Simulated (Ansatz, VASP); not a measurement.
# Two plane-wave programs on TaSi2

```
CELL_PARAMETERS angstrom
4.80620 0.00000 0.00000
-2.40310 4.16229 0.00000
0.00000 0.00000 6.59524
ATOMIC_POSITIONS crystal
Ta 0.50000 0.00000 0.50000
Ta 0.50000 0.50000 0.83333
Ta 0.00000 0.50000 0.16667
Si 0.15888 0.31777 0.50000
Si 0.84112 0.15888 0.83333
Si 0.68223 0.84112 0.16667
Si 0.84112 0.68223 0.50000
Si 0.15888 0.84112 0.83333
Si 0.31777 0.15888 0.16667
```

Alike in both runs: functional PBE; k mesh 12 × 12 × 8; occupations methfessel-paxton of order 1, width 0.1 eV; no spin polarisation.

Ansatz relaxed the structure, and its values are those at the end. VASP's run is a single point on that final structure, the one shown.

|  | VASP | Ansatz |
| --- | --- | --- |
| version | VASP 6.6.1 | Ansatz 0.2.0 |
| potentials or method | VASP PAW PBE potentials, release 64 (Ta_pv, Si) | scalar-relativistic, plane waves, PAW |
| plane-wave cutoff (eV) | 520 | 420 |
| valence electrons in the cell | 57 | 63 |

Ansatz gave:

| Quantity | Value |
| --- | --- |
| gap on the k mesh at the Fermi level (eV) | none |
| pressure (GPa) | 0.0 |

Q: Estimate VASP's values.

A: gap on the k mesh at the Fermi level (eV): none; pressure (GPa): 0.1.

A gap of «none» marks a metal or a gap that the smearing closes. The two sets of potentials don't hold the same shells in valence.

The runs have no spin-orbit coupling, so splittings on Ta are missing.
